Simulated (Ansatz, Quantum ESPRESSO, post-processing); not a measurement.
# Band offsets of the AlP/GaP(110) superlattice, 5 + 5 layers, a = 5.4 Å, part 2 of 2

Aim: valence and conduction offsets of the AlP/GaP(110) superlattice, 5 + 5 layers, a = 5.4 Å from the line-up of mean potentials.

Quantum ESPRESSO 7.5; plane-wave DFT, LDA, GBRV ultrasoft pseudopotentials; cross-check by Ansatz 0.2.0 with PAW datasets.

So far. Step 11 (SCF with pw.x of the superlattice): The run needed 22 iterations to bring the estimated error under 1e-07 Ry; the largest force on any atom, held or free, is 0.08 eV/Å. Step 14 (Projections on atomic orbitals): The atomic orbitals miss 0.3 % of the occupied states; for empty states the projections can miss much more.

## Step 16: Cross-check with Ansatz of bulk AlP

As a check, the same structure is run in Ansatz.

Level of this step: plane-wave DFT, LDA, Ansatz PAW (Ansatz 0.2.0).

File input.yaml:

```yaml
crystal:
  lattice:
    - [5.4, 0.0, 0.0]
    - [0.0, 3.8183766184, 0.0]
    - [0.0, 0.0, 3.8183766184]
  atoms:
    - { symbol: Al, position: [0.0, 0.0, 0.0] }
    - { symbol: P, position: [0.25, 0.5, 0.0] }
    - { symbol: Al, position: [0.5, 0.5, 0.5] }
    - { symbol: P, position: [0.75, 0.0, 0.5] }
kpoints:
  mp_grid: { grid: [6, 8, 8] }
hamiltonian:
  xc: lda
scf:
  occupations: { method: fermi_dirac, width: 0.02 }
  convergence: { dr2_threshold: 1.0e-08 }
output:
  eigenvalues: true
checkpoint:
  write: az.a.run
  compress: false
  write_wavefunctions: false
```

The run is started by

```sh
> ansatz run input.yaml --threads 4 --pin off --max-ram 8192MiB --backend cpu --events-out ev --progress --plain --runs-dir out
```

Run time: 1.6 s. Hardware: 4 threads of Arm Neoverse V1, shared host; peak memory 0.37 GiB; 5.7 s of CPU time.

Numbers from this step:

| Item | Value |
| --- | --- |
| free energy | -2480.0762 eV |
| Fermi energy | 5.883 eV |
| gap by band count | 1.383 eV |
| symmetry operations | 16 |

## Step 17: Cross-check with Ansatz of bulk GaP

input.yaml, the sections that differ from step 16:

```yaml
crystal:
  lattice:
    - [5.4, 0.0, 0.0]
    - [0.0, 3.8183766184, 0.0]
    - [0.0, 0.0, 3.8183766184]
  atoms:
    - { symbol: Ga, position: [0.0, 0.0, 0.0] }
    - { symbol: P, position: [0.25, 0.5, 0.0] }
    - { symbol: Ga, position: [0.5, 0.5, 0.5] }
    - { symbol: P, position: [0.75, 0.0, 0.5] }
checkpoint:
  write: az.b.run
  compress: false
  write_wavefunctions: false
# kpoints, hamiltonian, scf, output: as in step 16
```

Run time: 2.6 s. Hardware: 4 threads; peak memory 0.36 GiB; 9.8 s of CPU time.

This step gave:

| Item | Value |
| --- | --- |
| free energy | -8867.5344 eV |
| Fermi energy | 7.897 eV |
| gap by band count | 1.394 eV |

## Step 18: Offsets by Ansatz's align-bands

Level of this step: band offsets by ansatz align-bands; plane-wave DFT, LDA, Ansatz PAW (Ansatz 0.2.0).

File align.yaml:

```yaml
offset:
  left:
    bulk: { run: az.a.run }
    window: [1.909188309204, 5.727564927611]
    period: 3.818376618407
  right:
    bulk: { run: az.b.run }
    window: [11.45512985522, 15.27350647363]
    period: 3.818376618407
  interface: { run: relax.run, axis: 3 }
```

The run is started by

```sh
> ansatz align-bands align.yaml -- --threads 4 --pin off
```

Wall time 17 s (4 threads).

Read from the output:

| Item | Value |
| --- | --- |
| valence offset | 0.5416 eV |
| conduction offset | 0.5498 eV |
| step of the mean potential | -0.1990 eV |
| first crystal's valence top on the superlattice's zero | 5.920 eV |
| first crystal's conduction bottom on that zero | 7.303 eV |
| second crystal's valence top on the superlattice's zero | 6.462 eV |
| second crystal's conduction bottom on that zero | 7.853 eV |

The step of the mean potential differs from pw.x's, since each set of potentials has its own local parts; only the offsets compare.

## Step 19: All levels side by side

All levels:

```csv
level,valence offset (eV),conduction offset (eV),CPU time (s)
QE LDA GBRV ultrasoft,0.5272,0.5391,2865
Ansatz LDA PAW,0.5416,0.5498,119.2
```

The times are CPU seconds on a shared host, for the superlattice and both crystals; the codes use unlike cutoffs and datasets, and Ansatz's time holds its run of the superlattice.

## Step 20: Self-consistent run of bulk GaP, with conv_thr = 0.0001

A sensitivity test on the input.

Level of this step: plane-wave DFT, LDA, GBRV ultrasoft pseudopotentials (Quantum ESPRESSO 7.5).

File b.w0.in:

```
&control
  prefix = 'b.w0'
  outdir = './out'
  pseudo_dir = './pseudo'
  calculation = 'scf'
  tprnfor = .true.
/
&system
  ibrav = 0
  nat = 4
  ntyp = 2
  ecutwfc = 40
  ecutrho = 200
  occupations = 'smearing'
  smearing = 'fd'
  degauss = 0.002
/
&electrons
  conv_thr = 0.0001
  mixing_beta = 0.5
  electron_maxstep = 120
/
ATOMIC_SPECIES
  Ga  69.7230  ga_lda_v1.4.uspp.F.UPF
  P   30.9738  p_lda_v1.5.uspp.F.UPF
CELL_PARAMETERS angstrom
  5.40000000000000 0.00000000000000 0.00000000000000
  0.00000000000000 3.81837661840736 0.00000000000000
  0.00000000000000 0.00000000000000 3.81837661840736
ATOMIC_POSITIONS crystal
  Ga  0.000000000000 0.000000000000 0.000000000000
  P   0.250000000000 0.500000000000 0.000000000000
  Ga  0.500000000000 0.500000000000 0.500000000000
  P   0.750000000000 0.000000000000 0.500000000000
K_POINTS automatic
  6 8 8 0 0 0
```

The run is started by

```sh
> OMP_NUM_THREADS=1 mpirun -n 4 pw.x -nk 4 -in b.w0.in > b.w0.out
```

It took 15 s on 4 MPI ranks; peak memory 0.37 GiB; 58 s of CPU time.

The changed values were drawn from a wide range, not chosen for quality; the comparison shows what they did here together.

Beside the run it was changed from:

```csv
quantity,this run,unchanged run,difference
free energy (eV),-11717.04,-11717.04,2.7e-5
wall time (s),15,19,
SCF iterations,7,9,
```

The free energy moves by +0.0068 meV an atom.

## Step 21: Self-consistent run of bulk GaP, with no degauss

Another try, with an input changed as a hurried user might.

File b.bad.in:

```
&control
  prefix = 'b.bad'
  outdir = './out'
  pseudo_dir = './pseudo'
  calculation = 'scf'
  tprnfor = .true.
/
&system
  ibrav = 0
  nat = 4
  ntyp = 2
  ecutwfc = 40
  ecutrho = 200
  occupations = 'smearing'
  smearing = 'fd'
/
&electrons
  conv_thr = 1e-07
  mixing_beta = 0.5
  electron_maxstep = 50
/
ATOMIC_SPECIES
  Ga  69.7230  ga_lda_v1.4.uspp.F.UPF
  P   30.9738  p_lda_v1.5.uspp.F.UPF
CELL_PARAMETERS angstrom
  5.40000000000000 0.00000000000000 0.00000000000000
  0.00000000000000 3.81837661840736 0.00000000000000
  0.00000000000000 0.00000000000000 3.81837661840736
ATOMIC_POSITIONS crystal
  Ga  0.000000000000 0.000000000000 0.000000000000
  P   0.250000000000 0.500000000000 0.000000000000
  Ga  0.500000000000 0.500000000000 0.500000000000
  P   0.750000000000 0.000000000000 0.500000000000
K_POINTS automatic
  6 8 8 0 0 0
```

The run is started by

```sh
> OMP_NUM_THREADS=1 mpirun -n 4 pw.x -nk 4 -in b.bad.in > b.bad.out
```

The job ended after 0.49 s (4 MPI ranks; peak memory 0.11 GiB).

The input was rejected at the start.

The program's message: “Error in routine  set_occupations (1): smearing requires a value for gaussian broadening (degauss)”

The change that led to it: system.degauss left out.

The message: “set_occupations (1): smearing requires a value for gaussian broadening (degauss)”. Smearing needs a width: set degauss, in Ry.

## Step 22: Summary of results

| Item | Value |
| --- | --- |
| valence top of GaP less that of AlP | 0.53 eV |
| conduction bottom of GaP less that of AlP | 0.54 eV |
| gap of bulk AlP along the path | 1.38 eV |
| gap of bulk GaP along the path | 1.39 eV |
| the valence offset by Ansatz | 0.54 eV |

What this shows: The valence top of GaP lies 0.53 eV above that of AlP, and its conduction bottom 0.54 eV above (LDA, GBRV ultrasoft). At this level the alignment is staggered (type II). The conduction bottom lies at X in AlP and on the line from Γ to X in GaP. In GaP the L valley lies 0.19 eV higher, near enough that the order hangs on level and lattice constant. The atoms are held on ideal sites, so the interface is not relaxed. The thickness of the layers was not varied. Quantum ESPRESSO and Ansatz give 0.53 and 0.54 eV for the valence offset, which agree. Both crystals are held cubic at a = 5.4 Å, a typed value between or near their lattice constants, which no run here tested; a real film grown on one of them would be clamped in the plane and relax along the normal. Semilocal gaps are too small and can put the valleys in the wrong order, which spoils the conduction offset more than the valence offset. Spin-orbit coupling is left out; depending on the atoms that carry the levels of interest, it can split and shift them by some tens of meV.

Calculation against experiment:

```
                                                      quantity  measured  LDA, GBRV ultrasoft
valence-band offset (valence top of GaP over that of AlP) (eV)      0.55      0.53 (-0.02 eV)
```

Measured values from arxiv:1007.2635 (2010).

Verdict: The valence-band offset is off by -0.02 eV: good agreement. The grades are ours: good and fair within 20 and 40 % for the valence-band offset. For valence-band offset the calculation has a static lattice, without zero-point motion or thermal motion.

[Logs are printed without paths, hosts, clocks, repeated set-up lines and the standing remarks that a program may print on its own settings, such as how far it seeks lower states.]

[Hosts, paths, dates, database ids (printed as entryN), source tags and the programs' standing remarks are cut or masked in the printed files.]

[Maps of the electrostatic potential energy from Ansatz leave out the sawtooth potential of an applied field or a dipole correction, so their vacuum need not be flat; planar profiles and work functions include it.]
